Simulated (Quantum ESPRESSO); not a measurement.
CdO (Monteponite):

```
Cd O
1.0
     0.00000    2.34950    2.34950
     2.34950    0.00000    2.34950
     2.34950    2.34950    0.00000
Cd O
1 1
Direct
  0.00000 0.00000 0.00000
  0.50000 0.50000 0.50000
```

| Property | Result |
| --- | --- |
| Program | Quantum ESPRESSO 7.5 |
| Task | phonons |
| Functional | PBE |
| Potentials or basis | SG15 PBE 1.2 |
| Cutoff | 952 eV |
| Density cutoff | 3810 eV |
| k mesh | 10 × 10 × 10 |
| Occupations | cold, width 0.272 eV |
| Spin | no spin polarisation |
| Mixing beta | 0.5 |
| Most SCF iterations | 120 |
| SCF threshold | 4e-10 Ry |

Problem. Which optical modes does the crystal have at the zone centre, and which show in infrared and Raman spectra?

Solution. The optical modes are T1u. Infrared active: T1u. None is Raman active.

Optical modes at Γ, degenerate ones joined:
```csv
cm⁻¹,components,symmetry,active in
264,3,T1u,IR
```

Caveat: before the sum rule the acoustic modes lie tens of cm⁻¹ from zero, a sign that the density grid also shifts the optical modes.
